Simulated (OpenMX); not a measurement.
The system is HfB2.

```
Hf B
1.0
     3.14000    0.00000    0.00000
    -1.57000    2.71932    0.00000
     0.00000    0.00000    3.48000
Hf B
1 2
Direct
  0.00000 0.00000 0.00000
  0.66667 0.33333 0.50000
  0.33333 0.66667 0.50000
```

| Quantity | Value |
| --- | --- |
| Program | OpenMX 3.8.5 |
| Task | single point |
| Functional | PBE |
| Potentials or basis | OpenMX 2013 PBE set, Hf7.0-s3p2d2f1, B7.0-s2p2d1, grid cutoff 350 Ry |
| k mesh | 11 × 11 × 9 |
| Occupations | fermi-dirac, width 0.05 eV |
| Spin | no spin polarisation |

On this cell: pressure 0.4 GPa; largest force 0.008 eV/Å; band gap on the k mesh none (metal or under the smearing width).

The same run follows on a disturbed copy (atoms moved at random, drawn with an rms of 0.05 Å):

```
CELL_PARAMETERS angstrom
3.14000 0.00000 0.00000
-1.57000 2.71932 0.00000
0.00000 0.00000 3.48000
ATOMIC_POSITIONS crystal
Hf 0.00407 0.99622 0.99703
B 0.67352 0.34355 0.49131
B 0.31739 0.67513 0.48455
```

Q: What changes?

A: The energy (extrapolated to zero smearing) moves by +22.3 meV/atom; pressure 1.2 GPa; largest force 1.349 eV/Å; band gap on the k mesh none (metal or under the smearing width).

Forces in eV/Å, atoms in the order of the input:
```
Hf  -0.682  0.524 -0.496
B   -0.603 -0.392  0.109
B    1.285 -0.133  0.386
```

Caveats: the basis of atomic orbitals isn't converged, which shifts pressures, moduli and gaps.
